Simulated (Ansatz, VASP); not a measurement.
NaF: VASP beside Ansatz

```
CELL_PARAMETERS angstrom
0.00000 2.36887 2.36887
2.36887 0.00000 2.36887
2.36887 2.36887 0.00000
ATOMIC_POSITIONS crystal
Na 0.00000 0.00000 0.00000
F 0.50000 0.50000 0.50000
```

Change from the starting cell: volume scaled by 1.06.

Alike in both runs: task single point; functional LDA; k mesh 10 × 10 × 10; occupations fermi-dirac, width 0.02 eV; no spin polarisation.

|  | VASP | Ansatz |
| --- | --- | --- |
| version | VASP 6.6.1 | Ansatz 0.2.0 |
| potentials or method | VASP PAW LDA potentials, release 64 (Na_pv, F), cutoff 520 eV | all-electron LAPW, scalar-relativistic |

Ansatz gave:

| Item | Value |
| --- | --- |
| gap on the k mesh at the Fermi level (eV) | 5.63 |
| pressure (GPa) | -6.5 |

**Question.** Which values does VASP return?

**Answer.** gap on the k mesh at the Fermi level (eV): 5.62; pressure (GPa): -6.7.

Ansatz ran all-electron here, so the differences hold the error of VASP's frozen core and of both bases.

A k mesh can miss the band edges.
